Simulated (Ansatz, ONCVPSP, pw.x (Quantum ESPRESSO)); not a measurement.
**pw.x on fcc O: one setting changed**

Potential: optimised norm-conserving Vanderbilt (ONCV), ONCVPSP 4.0.1.1 (patched build), PBE; core [He], reference 2s2 2p4; waves: 2s: rc 0.80 bohr, ncon 3, nbas 7, qcut 10.3 1/bohr, 2 projectors, debl 0.4 Ha; 2p: rc 1.60 bohr, ncon 4, nbas 8, qcut 10.6 1/bohr, 2 projectors, debl 0.4 Ha; local part: polynomial inside 0.60 bohr (lpopt 5, dvloc0 6 Ha); core correction: Teter function, fcfact 4.5, rcfact 1.6. In the s channel the program set the typed energies aside and used -0.881, 0.250 Ha.

The reference run (k-mesh 18³, cutoffs 120/480 Ry, Fermi–Dirac 0.01 Ry, mixing_beta 0.4, conv_thr 1e-9, no spin) gives 0.11 GPa at 8.041 Å³/atom, where all-electron LAPW gives 0.14 GPa. This run, with its own iteration cap, changes mixing_mode to local-TF.

```
&control
  calculation='scf', prefix='x', pseudo_dir='./', outdir='./tmp', tstress=.true., disk_io='none'
/
&system
  ibrav=0, nat=1, ntyp=1, ecutwfc=120, ecutrho=480, nbnd=10,
  occupations='smearing', smearing='fd', degauss=0.01
/
&electrons
  conv_thr=1e-09, mixing_beta=0.4, electron_maxstep=60, mixing_mode='local-TF'
/
ATOMIC_SPECIES
O 1.0 O.UPF
CELL_PARAMETERS angstrom
  0.00000000 1.59010824 1.59010824
  1.59010824 0.00000000 1.59010824
  1.59010824 1.59010824 0.00000000
ATOMIC_POSITIONS crystal
O 0.0000 0.0000 0.0000
K_POINTS automatic
18 18 18 0 0 0
```

```bash
pw.x < O.scf.in > O.scf.out
```

Task: How does the run end?

Result: It converges in 6 iterations; the free energy moves by +0.0 meV/atom and the pressure by +0.00 GPa. The result is that of the reference run.

```
Message from routine setup:
     using ibrav=0 with symmetry is DISCOURAGED, use correct ibrav instead
     lattice parameter (alat)  =       4.2495  a.u.
     unit-cell volume          =      54.2634 (a.u.)^3
     number of electrons       =         6.00
     number of Kohn-Sham states=           10
     kinetic-energy cutoff     =     120.0000  Ry
     charge density cutoff     =     480.0000  Ry
     scf convergence threshold =      1.0E-09
     Exchange-correlation= PBE
     number of k points=   195  Fermi-Dirac smearing, width (Ry)=  0.0100
     iteration #  1     ecut=   120.00 Ry     beta= 0.40
     total energy              =     -32.99394687 Ry
     estimated scf accuracy    <       0.00021492 Ry
     iteration #  2     ecut=   120.00 Ry     beta= 0.40
     total energy              =     -32.99393200 Ry
     estimated scf accuracy    <       0.00007561 Ry
     iteration #  3     ecut=   120.00 Ry     beta= 0.40
     total energy              =     -32.99394703 Ry
     estimated scf accuracy    <       0.00000064 Ry
     iteration #  4     ecut=   120.00 Ry     beta= 0.40
     total energy              =     -32.99394730 Ry
     estimated scf accuracy    <       0.00000002 Ry
     iteration #  5     ecut=   120.00 Ry     beta= 0.40
     total energy              =     -32.99394731 Ry
     estimated scf accuracy    <          3.2E-09 Ry
     iteration #  6     ecut=   120.00 Ry     beta= 0.40
     the Fermi energy is     4.8195 ev
!    total energy              =     -32.99394731 Ry
     estimated scf accuracy    <          9.1E-12 Ry
     smearing contrib. (-TS)   =      -0.00557750 Ry
     The total energy is F=E-TS. E is the sum of the following terms:
     one-electron contribution =      -2.04960143 Ry
     hartree contribution      =       4.85606505 Ry
     xc contribution           =      -8.33023677 Ry
     ewald contribution        =     -27.46459665 Ry
     convergence has been achieved in   6 iterations
          total   stress  (Ry/bohr**3)                   (kbar)     P=        1.09
     Message from routine punch:
     Nothing written, as per user request (disk_io='none')
```

The run took about 12 s on one core of a shared host (Intel(R) Xeon(R) 6975P-C, 192 threads, 1512 GiB, load 27).
